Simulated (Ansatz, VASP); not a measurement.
InSb: VASP beside Ansatz

```
In Sb
1.0
     0.00000    3.10954    3.10954
     3.10954    0.00000    3.10954
     3.10954    3.10954    0.00000
In Sb
1 1
Cartesian
  0.0000 0.0000 0.0000
  4.6643 4.6643 4.6643
```

Change from the starting cell: strain -0.040 along x and y, -0.040 along z, atoms carried along.

Alike in both runs: task single point; functional r2SCAN; k mesh 10 × 10 × 10; occupations gaussian, width 0.03 eV; no spin polarisation.

|  | VASP | Ansatz |
| --- | --- | --- |
| version | VASP 6.6.1 | Ansatz 0.2.0 |
| potentials or method | VASP PAW PBE potentials, release 64 (In_d, Sb) | scalar-relativistic, plane waves, PAW |
| plane-wave cutoff (eV) | 520 | 500 |
| valence electrons in the cell | 18 | 28 |

```tsv
	VASP	Ansatz	Ansatz less VASP
gap on the k mesh at the Fermi level (eV)	1.02	1.01	-0.006
least direct gap on the mesh (eV)	1.02	1.01	-0.006
pressure (GPa)	10.1	10.1	-0.01
```

The two sets of potentials don't hold the same shells in valence.

Caveats: the PAW data sets were made with another functional, which shifts forces and pressure a little (VASP); spin-orbit coupling is left out, which moves the levels of the heavy elements. A k mesh can miss the band edges.
